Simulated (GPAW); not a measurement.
# TiB2 (P6/mmm) in GPAW: a series of runs

The runs below take TiB2 through single point, with PBEsol.

Program: GPAW 26.7.0. These are calculated values, not measurements. Logs are shortened: lines on timing, memory, paths and dates and some standing lists are left out, and cuts for length are marked. The log counts tension as positive stress, the text compression.

### 1 Starting point

Symmetry: P6/mmm, No. 191, hexagonal system. Conventional cell: a = 3.029 Å, b = 3.029 Å, c = 3.228 Å, α = 90.00°, β = 90.00°, γ = 120.00°. Around Ti (site symmetry 6/mmm) lie 12 B at 2.38 Å. B (site symmetry -6m2) is surrounded by 3 B at 1.75 Å.

### 2 Single point, PBEsol, 7.57 Å³/atom

Input file run.py:

```python
from ase import Atoms
from ase.dft.bandgap import bandgap
from ase.io import write
from ase.units import GPa
from gpaw import GPAW, PW, setup_paths

setup_paths.insert(0, '.')

atoms = Atoms(['Ti', 'B', 'B'],
              cell=[[2.908032, 0.0, 0.0],
                    [-1.454016, 2.518429587, 0.0],
                    [0.0, 0.0, 3.099264]],
              scaled_positions=[[0.0, 0.0, 0.0],
                                [0.6666666667, 0.3333333333, 0.5],
                                [0.3333333333, 0.6666666667, 0.5]],
              pbc=True)

calc = GPAW(mode=PW(800),
            xc='PBEsol',
            kpts={'size': (10, 10, 8), 'gamma': True},
            occupations={'name': 'fermi-dirac', 'width': 0.05},
            nbands=20,
            convergence={'density': 1e-05, 'energy': 1e-05},
            maxiter=150,
            txt='gpaw.txt')
atoms.calc = calc
energy = atoms.get_potential_energy()
forces = atoms.get_forces()
stress = atoms.get_stress()
calc.write('gs.gpw')
write('result.traj', atoms)
print(f'Energy: {energy:.6f} eV')
print('Forces (eV/A):')
print(forces.round(4))
print('Stress (GPa):', (stress / GPa).round(3))
print('Fermi level:', round(calc.get_fermi_level(), 4), 'eV')
print(f'Gap: {bandgap(calc)[0]:.4f} eV, direct: {bandgap(calc, direct=True)[0]:.4f} eV')
```

Potentials or basis: PAW data sets generated in the run's folder for this functional, pw.

Started as:

```bash
$ gpaw-setup -f PBEsol B Ti
$ OMP_NUM_THREADS=1 python run.py
```

gpaw.txt:

```text
__  _  _
 | _ |_)|_||  |
 |__||  | ||/\| - 26.7.0

Input parameters:
  mode=PW(ecut=800.0),
  convergence={'density': 1e-05, 'energy': 1e-05},
  kpts=MonkhorstPack(size=(10, 10, 8), gamma=True),
  maxiter=150,
  nbands=20,
  occupations=Occupations(name='fermi-dirac', width=0.05),
  xc=XC(name='PBEsol')

Diagonalizing LCAO Hamiltonian
Converting LCAO to pw mode

        B  B

       Ti

Atoms  # Å, Bohr magnetons
|   | symbol |         x |        y |        z |    initial magnetic moments |
|---|--------|-----------|----------|----------|-----------------------------|
| 0 |     Ti |  0.000000 | 0.000000 | 0.000000 | ( 0.0000,  0.0000,  0.0000) |
| 1 |      B |  1.454016 | 0.839477 | 1.549632 | ( 0.0000,  0.0000,  0.0000) |
| 2 |      B | -0.000000 | 1.678953 | 1.549632 | ( 0.0000,  0.0000,  0.0000) |

Unit cell  # Å
| periodic |         x |        y |        z |  lengths |     angles |
|----------|-----------|----------|----------|----------|------------|
|      yes |  2.908032 | 0.000000 | 0.000000 | 2.908032 |  90.000000 |
|      yes | -1.454016 | 2.518430 | 0.000000 | 2.908032 |  90.000000 |
|      yes |  0.000000 | 0.000000 | 3.099264 | 3.099264 | 120.000000 |

Number of symmetries: 24
Symmetry operations  # r_c * U_cc + t_c -> r_c
|    | kind |            matrix            |
|----|------|------------------------------|
|  0 |  σ   |  1, 1, 0,  0,-1, 0,  0, 0, 1 |
|  1 |  C2  |  1, 1, 0,  0,-1, 0,  0, 0,-1 |
|  2 |  C6  |  1, 1, 0, -1, 0, 0,  0, 0, 1 |
|  3 |  S6  |  1, 1, 0, -1, 0, 0,  0, 0,-1 |
|  4 |  E   |  1, 0, 0,  0, 1, 0,  0, 0, 1 |
|  5 |  σ   |  1, 0, 0,  0, 1, 0,  0, 0,-1 |
|  6 |  σ   |  1, 0, 0, -1,-1, 0,  0, 0, 1 |
|  7 |  C2  |  1, 0, 0, -1,-1, 0,  0, 0,-1 |
|  8 |  σ   |  0, 1, 0,  1, 0, 0,  0, 0, 1 |
|  9 |  C2  |  0, 1, 0,  1, 0, 0,  0, 0,-1 |
| 10 |  C3  |  0, 1, 0, -1,-1, 0,  0, 0, 1 |
| 11 |  S3  |  0, 1, 0, -1,-1, 0,  0, 0,-1 |
| 12 |  C6  |  0,-1, 0,  1, 1, 0,  0, 0, 1 |
| 13 |  S6  |  0,-1, 0,  1, 1, 0,  0, 0,-1 |
| 14 |  σ   |  0,-1, 0, -1, 0, 0,  0, 0, 1 |
| 15 |  C2  |  0,-1, 0, -1, 0, 0,  0, 0,-1 |
| 16 |  σ   | -1, 0, 0,  1, 1, 0,  0, 0, 1 |
| 17 |  C2  | -1, 0, 0,  1, 1, 0,  0, 0,-1 |
| 18 |  C2  | -1, 0, 0,  0,-1, 0,  0, 0, 1 |
| 19 |  i   | -1, 0, 0,  0,-1, 0,  0, 0,-1 |
| 20 |  C3  | -1,-1, 0,  1, 0, 0,  0, 0, 1 |
| 21 |  S3  | -1,-1, 0,  1, 0, 0,  0, 0,-1 |
| 22 |  σ   | -1,-1, 0,  0, 1, 0,  0, 0, 1 |
| 23 |  C2  | -1,-1, 0,  0, 1, 0,  0, 0,-1 |

BZ-sampling:
  Number of BZ points: 800
  Number of IBZ points: 70

  Monkhorst-Pack size: [10, 10, 8]
  Monkhorst-Pack shift: [0.05, 0.05, 0.0625]

K-points  # in reciprocal-cell coordinates
|     |                                coordinates |     weight |
|-----|--------------------------------------------|------------|
|   0 | (  0.00000000,   0.00000000,   0.00000000) | 0.00125000 |
|   1 | (  0.00000000,   0.00000000,   0.12500000) | 0.00250000 |
|   2 | (  0.00000000,   0.00000000,   0.25000000) | 0.00250000 |
|   3 | (  0.00000000,   0.00000000,   0.37500000) | 0.00250000 |
|   4 | (  0.00000000,   0.00000000,   0.50000000) | 0.00125000 |
|   5 | (  0.10000000,   0.00000000,   0.00000000) | 0.00750000 |
|   6 | (  0.10000000,   0.00000000,   0.12500000) | 0.01500000 |
|   7 | (  0.10000000,   0.00000000,   0.25000000) | 0.01500000 |
|   8 | (  0.10000000,   0.00000000,   0.37500000) | 0.01500000 |
|   9 | (  0.10000000,   0.00000000,   0.50000000) | 0.00750000 |
| ... |                                            |            |
|  69 | (  0.50000000,   0.50000000,   0.50000000) | 0.00375000 |

Plane wave coefficients: 1180
Cutoff: 800.0 eV

Spin-components: 1 (collinear spins)
Bands:           20
Projectors:      16
Spin-degeneracy: 2
Datatype:        complex128

Parallelization:
  kpt:    1
  domain: 1
  band:   1

Density:
  Valence electrons: 18.0
  Components: 1
  Grid points: [20 20 21]
  Charge: 0.0  # |e|

Potential:
  Grid points: [20 20 21]

species:
  Ti:
    name:    Titanium
    Z:       22.0
    valence: 12
    core:    10
    charge:  0.0  # [|e|]
    compensation charges:
      type: gauss
      rc: 0.38  # [Å]
      lmax: 2
    cutoffs:
      filter: 2.23  # [Å]
      core: 1.02  # [Å]
    projectors
    | kind |    occ | energy [eV] | rcut [Å] |
    |------|--------|-------------|----------|
    |   3s |  2.000 |     -62.441 |    1.270 |
    |   4s |  2.000 |      -4.477 |    1.270 |
    |   3p |  6.000 |     -38.776 |    1.058 |
    |   4p |  0.000 |      -1.449 |    1.058 |
    |   3d |  2.000 |      -4.275 |    1.058 |
    |    d |        |      22.937 |    1.058 |

    Using partial waves for Ti as LCAO basis

  B:
    name:    Boron
    Z:       5.0
    valence: 3
    core:    2
    charge:  0.0  # [|e|]
    compensation charges:
      type: gauss
      rc: 0.20  # [Å]
      lmax: 2
    cutoffs:
      filter: 1.14  # [Å]
      core: 1.42  # [Å]
    projectors
    | kind |    occ | energy [eV] | rcut [Å] |
    |------|--------|-------------|----------|
    |   2s |  2.000 |      -9.361 |    0.635 |
    |   2p |  1.000 |      -3.555 |    0.635 |
    |    s |        |      17.850 |    0.635 |
    |    p |        |      23.657 |    0.635 |
    |    d |        |       0.000 |    0.635 |

    Using partial waves for B as LCAO basis

Reference energy: -24529.462339  # eV

eigensolver:
  PPCG
  Converge bands: occupied
  niter=2

density mixing:
  MSR1-Mixer
  Pratt-step length: 0.05
  Maximum mixing coefficient: 0.75
  Old densities: 10
  SVD Regularization: 0.005
  Good broyden scale: 1.0
  Trust region scale: 1.0
  Backstep threshold: 4.0
  History deletion threshold: 6.0
  Fourier metric: weight=20.0, sigma=0.015

occupation numbers:
  Fermi-Dirac:
    width: 0.0500  # eV

poisson solver:
  ecut: 6400.0  # eV

xc functional:
  name: PBEsol with 2 nearest neighbor stencil

convergence criteria:
- Maximum integral of absolute [dens]ity change: 1e-05 electrons / valence electron
- Maximum [total energy] change in last 3 cyles: 1e-05 eV / valence electron
- Maximum integral of absolute [eigenst]ate change: 4e-08 eV^2 / valence electron
maximum number of iterations: 150

SCF iterations
|iter     | |      energy | eigst |  dens |
|---------|-|-------------|-------|-------|
|iter:   1| |  -26.490515 | +0.27 |       |
|iter:   2| |  -25.894028 | -2.33 | -0.91 |
|iter:   3| |  -24.496935 | -1.17 | -0.98 |
|iter:   4| |  -24.476864 | -2.50 | -1.74 |
|iter:   5| |  -24.485776 | -3.15 | -2.07 |
|iter:   6| |  -24.486088 | -4.07 | -2.60 |
|iter:   7| |  -24.486103 | -5.43 | -3.22 |
|iter:   8| |  -24.486104c| -7.31 | -4.19 |
|iter:   9| |  -24.486104c| -8.45c| -4.73 |
|iter:  10| |  -24.486104c| -8.48c| -5.36c|

Converged in 10 steps
Energy contributions relative to reference atoms: (reference = -24529.462339)

Energy contributions:
  Kinetic:          38.669548
  Coulomb:         -32.281098
  Zero:              0.039413
  External:          0.000000
  Xc:              -30.910995
  Entropy:          -0.005945
  Spinorbit:         0.000000
  ----------------------------
  Free energy:     -24.489077
  Extrapolated:    -24.486104

dipole moment: (-4.634492, -8.027175, -9.878511)  # |e|*Ang

Fermi level: 12.892
Eigenvalues  # (at kpt = [0.000, 0.000, 0.000])
| band index |      eig [eV] | occ [0-2] |
|------------|---------------|-----------|
|          0 |       -43.390 |     2.000 |
|          1 |       -19.904 |     2.000 |
|          2 |       -19.488 |     2.000 |
|          3 |       -19.488 |     2.000 |
|          4 |        -1.148 |     2.000 |
|          5 |        10.098 |     2.000 |
|          6 |        10.098 |     2.000 |
|          7 |        10.509 |     2.000 |
|          8 |        10.637 |     2.000 |
|          9 |        15.262 |     0.000 |
|         10 |        15.262 |     0.000 |
|         11 |        17.265 |     0.000 |
|         12 |        17.265 |     0.000 |
|         13 |        19.299 |     0.000 |
|         14 |        19.299 |     0.000 |
|         15 |        21.004 |     0.000 |
|         16 |        23.686 |     0.000 |
|        ... |               |           |
|         19 |        39.623 |     0.000 |

No gap
No difference between direct/indirect transitions

Forces  # eV/Ang
|        x |        y |       z |
|----------|----------|---------|
| -0.00000 |  0.00000 | 0.00000 |  # Ti   0
|  0.00000 |  0.00000 | 0.00000 |  # B    1
|  0.00000 | -0.00000 | 0.00000 |  # B    2

Stress tensor  # eV/Ang^3
|         x |         y |         z |
|-----------|-----------|-----------|
| -0.234195 | -0.000000 |  0.000000 |
| -0.000000 | -0.234195 |  0.000000 |
|  0.000000 |  0.000000 | -0.174886 |

# Writing to gs.gpw (mode='')
```

Run time: 26 s. Hardware: 1 thread of Arm Neoverse V2, shared host; peak memory 0.18 GiB.

What came out:

```
Free energy            : -24.4891 eV
Pressure               : 34.4 GPa
Band gap on the k mesh : none (metal or under the smearing width)
```

Caveat: the density grid can change from cell to cell, which puts small steps into energies and stress.

### 3 Single point, PBEsol, 8.05 Å³/atom

Edit run.py of step 2 so:

```diff
@@ -9,5 +9,5 @@
 atoms = Atoms(['Ti', 'B', 'B'],
-              cell=[[2.908032, 0.0, 0.0],
-                    [-1.454016, 2.518429587, 0.0],
-                    [0.0, 0.0, 3.099264]],
+              cell=[[2.968616, 0.0, 0.0],
+                    [-1.484308, 2.57089687, 0.0],
+                    [0.0, 0.0, 3.163832]],
               scaled_positions=[[0.0, 0.0, 0.0],
```

Potentials or basis: PAW data sets generated in the run's folder for this functional, pw.

Started as:

```bash
$ gpaw-setup -f PBEsol B Ti
$ OMP_NUM_THREADS=1 python run.py
```

It took 26 s on 1 thread of Arm Neoverse V2, shared host; peak memory 0.18 GiB.

It converged, with:

```yaml
Free_energy: -24.7013 eV
Pressure: 12.5 GPa
Band_gap_on_the_k_mesh: none (metal or under the smearing width)
```

Caveat: the density grid can change from cell to cell, which puts small steps into energies and stress.
